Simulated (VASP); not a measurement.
Write the native input for VASP 6.6.1 that does the following.

```
Task                   : chemical shielding
Functional             : PBE
Potentials or basis    : VASP PAW PBE potentials, release 64 (Al, O)
Cutoff                 : 520 eV
k mesh                 : 7 × 7 × 3
Occupations            : gaussian, width 0.02 eV
Spin                   : no spin polarisation
Further INCAR settings : ALGO = Normal; EDIFF = 1e-08
```

The structure of Al2O3 lies in POSCAR:

```
Al2O3
1.0
    3.0174825440      0.0000000000      0.0000000000
   -1.5087412720      2.6132165386      0.0000000000
    0.0000000000      0.0000000000      7.5746360022
Al O
2 3
Direct
    0.0000000000      0.0000000000      0.7220490000
    0.0000000000      0.0000000000      0.2779510000
    0.0000000000      0.0000000000      0.5000000000
    0.6666666667      0.3333333333      0.8005460000
    0.3333333333      0.6666666667      0.1994540000
```

Measurements of this composition are mostly on another form, of space group No. 167.

One way to write it, as run:

INCAR

```
PREC = Accurate
ENCUT = 520
EDIFF = 1E-8
ISMEAR = 0
SIGMA = 0.02
LREAL = F
LASPH = T
NELM = 100
ALGO = Normal
ISIF = 2
LWAVE = F
LCHARG = F
GGA = PE
LCHIMAG = T
DQ = 0.001
ICHIBARE = 1
LNMR_SYM_RED = T
```

KPOINTS

```
Automatic mesh
0
Gamma
  7 7 3
```

Potentials or basis: VASP PAW PBE potentials, release 64 (Al, O).

Run with:

```bash
$ cat potpaw_PBE.64/Al/POTCAR potpaw_PBE.64/O/POTCAR > POTCAR
$ mpirun -np 1 vasp_std > vasp.out
```

Run time: 5.3 min on 1 thread of Intel(R) Xeon(R) 6975P-C (Granite Rapids), with other jobs on the host, peak memory 0.33 GiB.
